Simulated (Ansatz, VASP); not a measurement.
**One calculation of AlFe, two programs**

```
Al Fe
1.0
     2.80957    0.00000    0.00000
     0.00000    2.80957    0.00000
     0.00000    0.00000    2.80957
Al Fe
1 1
Direct
  0.00000 0.00000 0.00000
  0.50000 0.50000 0.50000
```

Change from the starting cell: volume scaled by 0.9, no spin polarisation, PAW files.

Alike in both runs: task single point; functional PBE; k mesh 11 × 11 × 11; occupations fermi-dirac, width 0.1 eV; no spin polarisation.

|  | VASP | Ansatz |
| --- | --- | --- |
| version | VASP 6.6.1 | Ansatz 0.2.0 |
| potentials or method | VASP PAW PBE potentials, release 64 (Al, Fe) | PAW with Ansatz's default frozen-core files, scalar-relativistic |
| plane-wave cutoff (eV) | 520 | 420 |
| valence electrons in the cell | 11 | 19 |

```tsv
	VASP	Ansatz	Ansatz less VASP
pressure (GPa)	13.3	13.3	0.00
```

The two sets of potentials don't hold the same shells in valence.

Spin polarisation is off, so any magnetic state and its effect on volume and gap are missing.
